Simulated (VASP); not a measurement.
# HfC: relaxation with set parts of the cell free, by free to move

HfC, P1 (no. 1), 8 atoms in the cell. PBE, constrained relaxation; PAW potentials Hf_pv, C (PBE set).

| Free to move | Volume (Å³/atom) | Pressure in a fresh run at the final cell (GPa) | Pressure printed at the end of the relaxation (GPa) | Ionic steps, all stages | Electronic steps, all stages | Time (s) |
|---|---|---|---|---|---|---|
| atoms | 12.772 | -4.10 | -4.10 | 9 | 73 | 97 |
| atoms, shape and volume | 12.546 | 0.00 | 0.00 | 14 | 109 | 134 |
| atoms and shape at fixed volume | 12.772 | -4.10 | -4.10 | 10 | 81 | 99 |
| shape alone | 12.772 | -3.65 | -3.65 | 7 | 64 | 78 |
| shape and volume | 12.573 | 0.00 | -0.01 | 11 | 88 | 105 |
| volume alone | 12.572 | 0.02 | 0.02 | 7 | 63 | 74 |
| atoms and volume | 12.546 | 0.01 | 0.01 | 13 | 100 | 121 |
| atoms and the z components of the lattice | 12.685 | -2.54 | -2.54 | 10 | 85 | 106 |
| atoms and the x and y components of the lattice | 12.578 | -0.60 | -0.60 | 12 | 94 | 120 |
| atoms and the y and z components of the lattice | 12.580 | -0.64 | -0.64 | 14 | 105 | 134 |

Limits: the start was distorted on purpose (random strain, atoms moved at random), so the space group given is the start's and not the crystal's.

## Input of the first row

INCAR.step1:
```
SYSTEM = HfC
PREC = Accurate
ENCUT = 550
EDIFF = 1E-6
ISMEAR = 1
SIGMA = 0.1
LREAL = .FALSE.
LASPH = .TRUE.
NELM = 100
ALGO = Normal
LWAVE = .FALSE.
LCHARG = .FALSE.
IBRION = 2
NSW = 80
ISIF = 2
EDIFFG = -0.01
POTIM = 0.5
ISYM = 0
KPAR = 8
```

INCAR.step3, as INCAR.step1 but for:
```
- IBRION = 2
- NSW = 80
- EDIFFG = -0.01
- POTIM = 0.5
+ NSW = 0
```

KPOINTS:
```
k-points
0
Gamma
  5 5 5
```

POSCAR.step1:
```
HfC
1.0
    4.6660700000     -0.0111960000     -0.0048020000
   -0.0111960000      4.6920990000      0.0238890000
   -0.0048020000      0.0238890000      4.6669530000
Hf C
4 4
Direct
    0.5064070000      0.0041260000      0.0008880000
    0.4900300000      0.5049570000      0.5020390000
   -0.0023590000      0.0017370000      0.5012270000
    0.0058960000      0.4962470000      0.0030360000
   -0.0043410000     -0.0056540000     -0.0071830000
    0.0089230000      0.4963590000      0.4947010000
    0.4952080000     -0.0065900000      0.4976870000
    0.5002370000      0.5088180000      0.0076050000
```

POSCAR.step3:
```
HfC
1.0
    4.6660700000     -0.0111960000     -0.0048020000
   -0.0111960000      4.6920990000      0.0238890000
   -0.0048020000      0.0238890000      4.6669530000
Hf C
4 4
Direct
    0.5000072289      0.9999789434      0.0000222664
    0.5000161861      0.4999594103      0.5000268236
    0.9999508127      0.0000493364      0.5000194921
    0.9999884755      0.5000205426      0.0000026029
    0.0000248674      0.0000345352      0.9999726767
    0.9999859663      0.4999168636      0.5000139731
    0.4999924579      0.0000240834      0.4999653294
    0.5000350052      0.5000162851      0.9999768357
```

Commands (each step's output is kept before the next begins):
```
cat potpaw_PBE.64/Hf_pv/POTCAR potpaw_PBE.64/C/POTCAR > POTCAR
cp INCAR.step1 INCAR
cp POSCAR.step1 POSCAR
mpirun -np 8 vasp_std > vasp.out
cp CONTCAR POSCAR
mpirun -np 8 vasp_std > vasp.out
cp CONTCAR POSCAR
cp INCAR.step3 INCAR
cp POSCAR.step3 POSCAR
mpirun -np 8 vasp_std > vasp.out
```

Changes of the last row against the first:
```
- ISIF = 2
+ ISIF = 3
+ LATTICE_CONSTRAINTS = .FALSE. .TRUE. .TRUE.
```

VASP 6.6.1 took 97 s on 8 cores (Intel Xeon 6975P-C (Granite Rapids)), a shared host.
